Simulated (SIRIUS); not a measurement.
In:

```xyz
1
Lattice="-1.6255 1.6255 2.4737 1.6255 -1.6255 2.4737 1.6255 1.6255 -2.4737" Properties=species:S:1:pos:R:3 pbc="T T T"
In    0.0000    0.0000    0.0000
```

Base run:

```yaml
Program: SIRIUS 7.10.0
Functional: BLYP
Potentials_or_basis: PseudoDojo 0.4.1 PBE standard (scalar relativistic)
Cutoff: 960 eV
Density_cutoff: 3840 eV
k_mesh: 9 × 9 × 9
Occupations: fermi-dirac, width 0.05 eV
Spin: no spin polarisation
```

Its results: band gap on the k mesh none (metal or under the smearing width); pressure 6.5 GPa.

Task: After a change of settings the same cell gave: band gap on the k mesh none (metal or under the smearing width); pressure -0.8 GPa. Which change was it?
A. functional from BLYP to PBEsol; libxc names from ["XC_GGA_X_B88", "XC_GGA_C_LYP"] to ["XC_GGA_X_PBE_SOL", "XC_GGA_C_PBE_SOL"]
B. functional from BLYP to RPBE; libxc names from ["XC_GGA_X_B88", "XC_GGA_C_LYP"] to ["XC_GGA_X_RPBE", "XC_GGA_C_PBE"]
C. functional from BLYP to revPBE; libxc names from ["XC_GGA_X_B88", "XC_GGA_C_LYP"] to ["XC_GGA_X_PBE_R", "XC_GGA_C_PBE"]
D. functional from BLYP to BPBE; libxc names from ["XC_GGA_X_B88", "XC_GGA_C_LYP"] to ["XC_GGA_X_B88", "XC_GGA_C_PBE"]

Result: A.

Caveats: the potentials were made for another functional, which shifts forces and pressure.
